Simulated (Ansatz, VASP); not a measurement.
Two plane-wave programs on C

The input INCAR:

```
SYSTEM = C
PREC = Accurate
ENCUT = 520
EDIFF = 1E-6
ISMEAR = 0
SIGMA = 0.05
LREAL = .FALSE.
LASPH = .TRUE.
NELM = 60
ALGO = Normal
ISIF = 2
LWAVE = .FALSE.
LCHARG = .TRUE.
GGA = PE
IVDW = 12
LELF = .TRUE.
LVHAR = .TRUE.
NBANDS = 11
```

The input KPOINTS:

```
Automatic mesh
0
G
  15 15 15
  0 0 0
```

POSCAR

```
C
1.0
    1.2324984681      0.7115833223      3.3613878357
   -1.2324984681      0.7115833223      3.3613878357
    0.0000000000     -1.4231666447      3.3613878357
C
2
Direct
    0.1713059411      0.1713059411      0.1713059411
    0.8286940589      0.8286940589      0.8286940589
```

Input for Ansatz:

```yaml
crystal:
  lattice:
    - [1.2324984681, 0.7115833223, 3.3613878357]
    - [-1.2324984681, 0.7115833223, 3.3613878357]
    - [0.0, -1.4231666447, 3.3613878357]
  atoms:
    - { symbol: C, position: [0.1713059411, 0.1713059411, 0.1713059411] }
    - { symbol: C, position: [0.8286940589, 0.8286940589, 0.8286940589] }
basis:
  ecutwfc: 520.0
kpoints:
  mp_grid: { grid: [15, 15, 15] }
hamiltonian:
  xc: pbe
  dispersion: d3bj
scf:
  occupations: { method: gaussian, width: 0.05 }
output:
  forces: true
  stress: true
  eigenvalues: true
```

Change from the starting cell: mode 4 frozen in at +0.048 Å and mode 6 at +0.000 Å (largest displacements).

Alike in both runs: task single point; functional PBE; dispersion D3(BJ); k mesh 15 × 15 × 15; occupations gaussian, width 0.05 eV; no spin polarisation.

|  | VASP | Ansatz |
| --- | --- | --- |
| version | VASP 6.6.1 | Ansatz 0.2.0 |
| potentials or method | VASP PAW PBE potentials, release 64 (C) | scalar-relativistic, plane waves, PAW |
| plane-wave cutoff (eV) | 520 | 520 |
| valence electrons in the cell | 8 | 8 |

```tsv
	VASP	Ansatz	Ansatz less VASP
gap on the k mesh at the Fermi level (eV)	0.51	0.51	0.000
least direct gap on the mesh (eV)	0.51	0.51	0.000
pressure (GPa)	-0.1	-0.5	-0.43
largest component of the traceless stress (GPa)	1.27	0.75	-0.519
rms of the force components (eV/Å)	0.907	0.911	+0.0031
```

Atom by atom the forces differ by 0.003 eV/Å (rms over components).

Caveats: an odd mesh through Γ misses points on the zone boundary, where band edges often lie; forces of over 1 eV/Å show positions far from the minimum, so gaps and moduli don't describe the material at rest.
